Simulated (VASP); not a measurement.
# Si (Fd-3m) in VASP: a series of runs

Runs on Si. Level: PBE. Tasks: relaxation of cell and atoms.

Everything below comes from runs of VASP 6.6.1. Logs are shortened: lines on timing, memory, paths and dates and some standing lists are left out, and cuts for length are marked.

### Step 1. Starting point

It takes space group Fd-3m (No. 227, cubic). Conventional cell: a = 5.427 Å, b = 5.427 Å, c = 5.427 Å, α = 90.00°, β = 90.00°, γ = 90.00°. Around Si (site symmetry -43m) lie 4 Si at 2.35 Å.

### Step 2. Relaxation of cell and atoms, PBE

INCAR

```
SYSTEM = Si
  PREC = Accurate
  ENCUT = 250
  EDIFF = 1E-7
  ISMEAR = 0
  SIGMA = 0.02
  LREAL = .False.
  LASPH = .True.
  NELM = 100
  ALGO = Normal
  ISIF = 3
  LWAVE = .False.
  LCHARG = .False.
  GGA = PE
  IBRION = 2
  NSW = 80
  EDIFFG = -0.002
```

KPOINTS

```
regular mesh
0
Gamma
  10 10 10
  0 0 0
```

POSCAR

```
Si
1.0
    0.0000000000      2.7135600000      2.7135600000
    2.7135600000      0.0000000000      2.7135600000
    2.7135600000      2.7135600000      0.0000000000
Si
2
Direct
    0.7500000000      0.7500000000      0.7500000000
    0.5000000000      0.5000000000      0.5000000000
```

Potentials or basis: VASP PAW PBE potentials, release 64 (Si).

On the command line:

```sh
$ cat potpaw_PBE.64/Si/POTCAR > POTCAR
$ mpirun -np 1 vasp_std > vasp.out
```

OUTCAR:

```text
SYSTEM = Si
   PREC = Accurate
   ENCUT = 250
   EDIFF = 1E-7
   ISMEAR = 0
   LREAL = .False.
   LASPH = .True.
   NELM = 100
   ISIF = 3
   GGA = PE
   IBRION = 2
   NSW = 80
   EDIFFG = -0.002

 ion  position               nearest neighbor table
   1  0.750  0.750  0.750-   2 2.35   2 2.35   2 2.35   2 2.35
   2  0.500  0.500  0.500-   1 2.35   1 2.35   1 2.35   1 2.35

  LATTYP: Found a face centered cubic cell.
 ALAT       =     5.4271200000

  Lattice vectors:

 A1 = (   0.0000000000,   2.7135600000,   2.7135600000)
 A2 = (   2.7135600000,   0.0000000000,   2.7135600000)
 A3 = (   2.7135600000,   2.7135600000,   0.0000000000)

Analysis of symmetry for initial positions (statically):
=====================================================================
 Subroutine PRICEL returns:
 Original cell was already a primitive cell.

 Routine SETGRP: Setting up the symmetry group for a
 face centered cubic supercell.

 Subroutine GETGRP returns: Found 48 space group operations
 (whereof 24 operations were pure point group operations)
 out of a pool of 48 trial point group operations.

The static configuration has the point symmetry T_d .
 The point group associated with its full space group is O_h .

Analysis of symmetry for dynamics (positions and initial velocities):
=====================================================================
 Subroutine PRICEL returns:
 Original cell was already a primitive cell.

 Routine SETGRP: Setting up the symmetry group for a
 face centered cubic supercell.

 Subroutine GETGRP returns: Found 48 space group operations
 (whereof 24 operations were pure point group operations)
 out of a pool of 48 trial point group operations.

The dynamic configuration has the point symmetry T_d .
 The point group associated with its full space group is O_h .

 Subroutine INISYM returns: Found 48 space group operations
 (whereof 24 operations are pure point group operations),
 and found     1 'primitive' translations

----------------------------------------------------------------------------------------

                                     Primitive cell

  volume of cell :      39.9621

  direct lattice vectors                    reciprocal lattice vectors
[... 94 lines left out ...]
   ISYM   =      2    0-nonsym 1-usesym 2-fastsym
   POTIM  = 0.5000    time-step for ionic-motion
   TEBEG  =    0.0;   TEEND  =   0.0 temperature during run
   PSTRESS=    0.0 pullay stress
   NELECT =       8.0000    total number of electrons
   NUPDOWN=      -1.0000    fix difference up-down
   EMIN   =  10.00;   EMAX   =-10.00  energy-range for DOS
   EFERMI =   0.00;   METHOD = LEGACY
   ISMEAR =     0;   SIGMA  =   0.02  broadening in eV -4-tet -1-fermi 0-gaus
   EFERMI_NEDOS =   21; number of points for ismear=-14 and -15
   IALGO  =     38    algorithm
   IMIX   =      4    mixing-type and parameters
     AMIX     =   0.40;   BMIX     =  1.00
     AMIX_MAG =   1.60;   BMIX_MAG =  1.00
  volume/ion in A,a.u.               =      19.98       134.84
  Fermi-wavevector in a.u.,A,eV,Ry     =   0.957684  1.809760 12.478691  0.917158
  Thomas-Fermi vector in A             =   2.086724
   LORBIT       =      0    0 simple, 1 ext, 2 COOP (PROOUT), +10 PAW based schemes
   GGA     = PE    functional components
   LHFCALC =     F    Hartree Fock is set to
   AEXX    =    0.0000 exact exchange contribution
   IVDW    =     0    specifies the selected vdW correction
   LEPSILON=     F    determine dielectric tensor
   LRPA    =     F    only Hartree local field effects (RPA)
 conjugate gradient relaxation of ions
 non-spin polarized calculation
 Gauss-broadening in eV      SIGMA  =   0.02
  energy-cutoff  :      250.00
  volume of cell :       39.96
 maximum number of plane-waves:       368
   NGX =  9   NGY =  9   NGZ =  9

--------------------------------------- Ionic step        1  -------------------------------------------

 number of electron       8.0000004 magnetization

 Free energy of the ion-electron system (eV)
  ---------------------------------------------------
  ext. energy  EPLUGINS =         0.00000000
  ---------------------------------------------------
  free energy    TOTEN  =       -10.82226946 eV

  energy without entropy =      -10.82226946  energy(sigma->0) =      -10.82226946

------------------------ aborting loop because EDIFF is reached ----------------------------------------

  FORCE on cell =-STRESS in cart. coord.  units (eV):
  Direction    XX          YY          ZZ          XY          YZ          ZX
  --------------------------------------------------------------------------------------
  -------------------------------------------------------------------------------------
  Total        0.4868192      0.4868192      0.4868192     -0.0000000      0.0000000     -0.0000000
  in kB       19.5177598     19.5177598     19.5177598     -0.0000000      0.0000000     -0.0000000
  external PRESSURE =      19.5177598 kB  Pullay stress =       0.0000000 kB
[... 59 lines left out ...]
--------------------------------------- Ionic step        3  -------------------------------------------

 number of electron       8.0000001 magnetization

 Free energy of the ion-electron system (eV)
  ---------------------------------------------------
  ext. energy  EPLUGINS =         0.00000000
  ---------------------------------------------------
  free energy    TOTEN  =       -10.82728243 eV

  energy without entropy =      -10.82728243  energy(sigma->0) =      -10.82728243

 E-fermi :   5.7501     XC(G=0):  -9.3361

 val. band max:        5.6489903629   @ k =   0.0000   0.0000   0.0000
 cond. band min:       6.2683388814   @ k =   0.4000   0.4000   0.0000
 fundamental gap:      0.6193485185
 Fermi energy:         5.7501247288

 k-point     1 :       0.0000    0.0000    0.0000
  band No.  band energies     occupation
      1      -6.1919      2.00000
      2       5.6490      2.00000
      3       5.6490      2.00000
      4       5.6490      2.00000
      5       8.2089      0.00000
      6       8.2089      0.00000
      7       8.2089      0.00000
      8       8.7952      0.00000
[... 243 lines left out ...]
 k-point    24 :       0.4000    0.3000    0.0000
  band No.  band energies     occupation
      1      -4.0650      2.00000
      2       0.2443      2.00000
      3       2.8408      2.00000
      4       3.2514      2.00000
      5       6.7281      0.00000
      6       7.9222      0.00000
      7      12.5309      0.00000
      8      12.6708      0.00000

 [... further k-points ...]
[... 5 lines left out ...]
  --------------------------------------------------------------------------------------
  -------------------------------------------------------------------------------------
  Total        0.0008714      0.0008714      0.0008714     -0.0000000     -0.0000000     -0.0000000
  in kB        0.0342159      0.0342159      0.0342159     -0.0000000     -0.0000000     -0.0000000
  external PRESSURE =       0.0342159 kB  Pullay stress =       0.0000000 kB
[... 17 lines left out ...]
  FREE ENERGIE OF THE ION-ELECTRON SYSTEM (eV)
  ---------------------------------------------------
  free  energy   TOTEN  =       -10.8272824288 eV

  energy  without entropy=      -10.8272824288  energy(sigma->0) =      -10.82728243

 reached required accuracy - stopping structural energy minimisation
```

CONTCAR:

```text
Si
   1.00000000000000
     0.0000000000000000    2.7324484597417671    2.7324484597417671
     2.7324484597417671   -0.0000000000000000    2.7324484597417671
     2.7324484597417671    2.7324484597417671   -0.0000000000000000
  Si
     2
Direct
     0.7500000000000000    0.7500000000000000    0.7500000000000000
     0.5000000000000000    0.5000000000000000    0.5000000000000000

  0.00000000E+00  0.00000000E+00  0.00000000E+00
  0.00000000E+00  0.00000000E+00  0.00000000E+00
```

It took 7.2 s on 1 thread of Intel Xeon 6975P-C (Granite Rapids), shared host; peak memory 0.11 GiB.

The run converged, but some of its settings lie outside the range that counts as converged, so its numbers aren't taken as properties of the crystal.

What came out:

```yaml
Free_energy: -10.8273 eV
Relaxed_volume: 20.40 Å³/atom
Relaxed_cell: a = 3.864 Å, b = 3.864 Å, c = 3.864 Å, α = 60.00°, β = 60.00°, γ = 60.00°
Space_group_after_relaxing_to_0.05_Å: Fd-3m (No. 227)
Energy_gained_by_relaxing: 2.5 meV/atom
Ionic_steps: 3
Band_gap_on_the_k_mesh: 0.62 eV, indirect (least direct gap 2.56 eV)
```

Caveat: the cutoff is under 1.25 times the usual one of these potentials, so pressure, stress and relaxed cells hold a basis-set (Pulay) error.

### Step 3. Relaxation of cell and atoms, PBE

This run uses another cell than the first one, of 20.40 Å³/atom, 1.021 times its volume.

INCAR is that of step 2.

KPOINTS is that of step 2.

POSCAR

```
Si                                      
1.0
    0.0000000000      2.7324484597      2.7324484597
    2.7324484597     -0.0000000000      2.7324484597
    2.7324484597      2.7324484597     -0.0000000000
  Si            
     2
Direct
     0.7500000000000000    0.7500000000000000    0.7500000000000000
     0.5000000000000000    0.5000000000000000    0.5000000000000000
```

Potentials or basis: VASP PAW PBE potentials, release 64 (Si).

On the command line:

```sh
$ cat potpaw_PBE.64/Si/POTCAR > POTCAR
$ mpirun -np 1 vasp_std > vasp.out
```

OUTCAR:

```text
SYSTEM = Si
   PREC = Accurate
   ENCUT = 250
   EDIFF = 1E-7
   ISMEAR = 0
   LREAL = .False.
   LASPH = .True.
   NELM = 100
   ISIF = 3
   GGA = PE
   IBRION = 2
   NSW = 80
   EDIFFG = -0.002

 ion  position               nearest neighbor table
   1  0.750  0.750  0.750-   2 2.37   2 2.37   2 2.37   2 2.37
   2  0.500  0.500  0.500-   1 2.37   1 2.37   1 2.37   1 2.37

  LATTYP: Found a face centered cubic cell.
 ALAT       =     5.4648969194

  Lattice vectors:

 A1 = (   0.0000000000,   2.7324484597,   2.7324484597)
 A2 = (   2.7324484597,   0.0000000000,   2.7324484597)
 A3 = (   2.7324484597,   2.7324484597,   0.0000000000)

Analysis of symmetry for initial positions (statically):
=====================================================================
 Subroutine PRICEL returns:
 Original cell was already a primitive cell.

 Routine SETGRP: Setting up the symmetry group for a
 face centered cubic supercell.

 Subroutine GETGRP returns: Found 48 space group operations
 (whereof 24 operations were pure point group operations)
 out of a pool of 48 trial point group operations.

The static configuration has the point symmetry T_d .
 The point group associated with its full space group is O_h .

Analysis of symmetry for dynamics (positions and initial velocities):
=====================================================================
 Subroutine PRICEL returns:
 Original cell was already a primitive cell.

 Routine SETGRP: Setting up the symmetry group for a
 face centered cubic supercell.

 Subroutine GETGRP returns: Found 48 space group operations
 (whereof 24 operations were pure point group operations)
 out of a pool of 48 trial point group operations.

The dynamic configuration has the point symmetry T_d .
 The point group associated with its full space group is O_h .

 Subroutine INISYM returns: Found 48 space group operations
 (whereof 24 operations are pure point group operations),
 and found     1 'primitive' translations

----------------------------------------------------------------------------------------

                                     Primitive cell

  volume of cell :      40.8024

  direct lattice vectors                    reciprocal lattice vectors
     0.000000000  2.732448460  2.732448460    -0.182986068  0.182986068  0.182986068
     2.732448460  0.000000000  2.732448460     0.182986068 -0.182986068  0.182986068
     2.732448460  2.732448460  0.000000000     0.182986068  0.182986068 -0.182986068

  length of vectors
     3.864265670  3.864265670  3.864265670     0.316941167  0.316941167  0.316941167

  position of ions in fractional coordinates (direct lattice)
     0.750000000  0.750000000  0.750000000
     0.500000000  0.500000000  0.500000000

  ion indices of the primitive-cell ions
   primitive index   ion index
                 1           1
                 2           2

----------------------------------------------------------------------------------------

 KPOINTS: regular mesh

Automatic generation of k-mesh.
 Grid dimensions read from file:
 generate k-points for:   10   10   10

 Generating k-lattice:

  Cartesian coordinates                     Fractional coordinates (reciprocal lattice)
    -0.018298607  0.018298607  0.018298607     0.100000000  0.000000000  0.000000000
     0.018298607 -0.018298607  0.018298607     0.000000000  0.100000000  0.000000000
     0.018298607  0.018298607 -0.018298607     0.000000000  0.000000000  0.100000000

  Length of vectors
     0.031694117  0.031694117  0.031694117

  Shift w.r.t. Gamma in fractional coordinates (k-lattice)
     0.000000000  0.000000000  0.000000000

 Subroutine IBZKPT returns following result:
 ===========================================

 Found     47 irreducible k-points:

 Following reciprocal coordinates:
            Coordinates               Weight
  0.000000  0.000000  0.000000      1.000000
  0.100000  0.000000  0.000000      8.000000
  0.200000  0.000000  0.000000      8.000000
  0.300000  0.000000  0.000000      8.000000
  0.400000  0.000000  0.000000      8.000000
  0.500000  0.000000  0.000000      4.000000
[... 16 lines left out ...]
  0.300000  0.300000  0.000000      6.000000
  0.400000  0.300000  0.000000     24.000000
 [... further k-points ...]
   k-points           NKPTS =     47   k-points in BZ     NKDIM =     47   number of bands    NBANDS=      8
   number of dos      NEDOS =    301   number of ions     NIONS =      2
   total plane-waves  NPLWV =   8000
   dimension x,y,z NGX =    20 NGY =   20 NGZ =   20
   dimension x,y,z NGXF=    40 NGYF=   40 NGZF=   40
   ions per type =               2
   NGX,Y,Z   is equivalent  to a cutoff of   8.60,  8.60,  8.60 a.u.
   NGXF,Y,Z  is equivalent  to a cutoff of  17.21, 17.21, 17.21 a.u.
 SYSTEM =  Si
   PREC   = accura    normal or accurate (medium, high low for compatibility)
   ISTART =      0    job   : 0-new  1-cont  2-samecut
   ICHARG =      2    charge: 1-file 2-atom 10-const
   ISPIN  =      1    spin polarized calculation?
   LNONCOLLINEAR =      F non collinear calculations
   LSORBIT =      F    spin-orbit coupling
   LASPH  =      T    aspherical Exc in radial PAW
   ENCUT  =  250.0 eV  18.37 Ry    4.29 a.u.   4.98  4.98  4.98*2*pi/ulx,y,z
   NELM   =    100;   NELMIN=  2; NELMDL= -5     # of ELM steps
   EDIFF  = 0.1E-06   stopping-criterion for ELM
   LREAL  =      F    real-space projection
   EDIFFG = -.2E-02   stopping-criterion for IOM
   NSW    =     80    number of steps for IOM
   IBRION =      2    ionic relax: 0-MD 1-quasi-New 2-CG
   NFREE  =      1    steps in history (QN), initial steepest desc. (CG)
   ISIF   =      3    stress and relaxation
   ISYM   =      2    0-nonsym 1-usesym 2-fastsym
   POTIM  = 0.5000    time-step for ionic-motion
   TEBEG  =    0.0;   TEEND  =   0.0 temperature during run
   PSTRESS=    0.0 pullay stress
   NELECT =       8.0000    total number of electrons
   NUPDOWN=      -1.0000    fix difference up-down
   EMIN   =  10.00;   EMAX   =-10.00  energy-range for DOS
   EFERMI =   0.00;   METHOD = LEGACY
   ISMEAR =     0;   SIGMA  =   0.02  broadening in eV -4-tet -1-fermi 0-gaus
   EFERMI_NEDOS =   21; number of points for ismear=-14 and -15
   IALGO  =     38    algorithm
   IMIX   =      4    mixing-type and parameters
     AMIX     =   0.40;   BMIX     =  1.00
     AMIX_MAG =   1.60;   BMIX_MAG =  1.00
  volume/ion in A,a.u.               =      20.40       137.67
  Fermi-wavevector in a.u.,A,eV,Ry     =   0.951064  1.797249 12.306766  0.904522
  Thomas-Fermi vector in A             =   2.079499
   LORBIT       =      0    0 simple, 1 ext, 2 COOP (PROOUT), +10 PAW based schemes
   GGA     = PE    functional components
   LHFCALC =     F    Hartree Fock is set to
   AEXX    =    0.0000 exact exchange contribution
   IVDW    =     0    specifies the selected vdW correction
   LEPSILON=     F    determine dielectric tensor
   LRPA    =     F    only Hartree local field effects (RPA)
 conjugate gradient relaxation of ions
 non-spin polarized calculation
 Gauss-broadening in eV      SIGMA  =   0.02
  energy-cutoff  :      250.00
  volume of cell :       40.80
 maximum number of plane-waves:       377
   NGX =  9   NGY =  9   NGZ =  9

 number of electron       8.0000001 magnetization

 Free energy of the ion-electron system (eV)
  ---------------------------------------------------
  ext. energy  EPLUGINS =         0.00000000
  ---------------------------------------------------
  free energy    TOTEN  =       -10.82927330 eV

  energy without entropy =      -10.82927330  energy(sigma->0) =      -10.82927330

 E-fermi :   5.7473     XC(G=0):  -9.3362

 val. band max:        5.6490673033   @ k =   0.0000   0.0000   0.0000
 cond. band min:       6.2682696106   @ k =   0.4000   0.4000   0.0000
 fundamental gap:      0.6192023072
 Fermi energy:         5.7473260567

 k-point     1 :       0.0000    0.0000    0.0000
  band No.  band energies     occupation
      1      -6.1919      2.00000
      2       5.6491      2.00000
      3       5.6491      2.00000
      4       5.6491      2.00000
      5       8.2090      0.00000
      6       8.2090      0.00000
      7       8.2090      0.00000
      8       8.7952      0.00000
[... 243 lines left out ...]
 k-point    24 :       0.4000    0.3000    0.0000
  band No.  band energies     occupation
      1      -4.0653      2.00000
      2       0.2440      2.00000
      3       2.8402      2.00000
      4       3.2512      2.00000
      5       6.7268      0.00000
      6       7.9213      0.00000
      7      12.5262      0.00000
      8      12.6705      0.00000

 [... further k-points ...]
[... 5 lines left out ...]
  --------------------------------------------------------------------------------------
  -------------------------------------------------------------------------------------
  Total        0.0017720      0.0017720      0.0017720      0.0000000      0.0000000      0.0000000
  in kB        0.0695818      0.0695818      0.0695818      0.0000000      0.0000000      0.0000000
  external PRESSURE =       0.0695818 kB  Pullay stress =       0.0000000 kB

 VOLUME and BASIS-vectors are now :
 -----------------------------------------------------------------------------
  energy-cutoff  :      250.00
  volume of cell :       40.80
      direct lattice vectors                 reciprocal lattice vectors
     0.000000000  2.732448460  2.732448460    -0.182986068  0.182986068  0.182986068
     2.732448460  0.000000000  2.732448460     0.182986068 -0.182986068  0.182986068
     2.732448460  2.732448460  0.000000000     0.182986068  0.182986068 -0.182986068

 POSITION                                       TOTAL-FORCE (eV/Angst)
 -----------------------------------------------------------------------------------
      4.09867      4.09867      4.09867         0.000000     -0.000000      0.000000
      2.73245      2.73245      2.73245        -0.000000      0.000000     -0.000000
 -----------------------------------------------------------------------------------
    total drift:                                0.000000      0.000000      0.000000

  FREE ENERGIE OF THE ION-ELECTRON SYSTEM (eV)
  ---------------------------------------------------
  free  energy   TOTEN  =       -10.8292732990 eV

  energy  without entropy=      -10.8292732990  energy(sigma->0) =      -10.82927330

 reached required accuracy - stopping structural energy minimisation
```

CONTCAR:

```text
Si
   1.00000000000000
     0.0000000000000000    2.7324484597000001    2.7324484597000001
     2.7324484597000001    0.0000000000000000    2.7324484597000001
     2.7324484597000001    2.7324484597000001    0.0000000000000000
  Si
     2
Direct
     0.7500000000000000    0.7500000000000000    0.7500000000000000
     0.5000000000000000    0.5000000000000000    0.5000000000000000

  0.00000000E+00  0.00000000E+00  0.00000000E+00
  0.00000000E+00  0.00000000E+00  0.00000000E+00
```

Wall time 4.8 s (1 thread of Intel Xeon 6975P-C (Granite Rapids), shared host); peak memory 0.11 GiB.

The run converged, but some of its settings lie outside the range that counts as converged, so its numbers aren't taken as properties of the crystal.

Results:

```yaml
Free_energy: -10.8293 eV
Band_gap_on_the_k_mesh: 0.62 eV, indirect (least direct gap 2.56 eV)
```

Caveat: the cutoff is under 1.25 times the usual one of these potentials, so pressure, stress and relaxed cells hold a basis-set (Pulay) error; the relaxation stopped at its first step, so nothing moved.
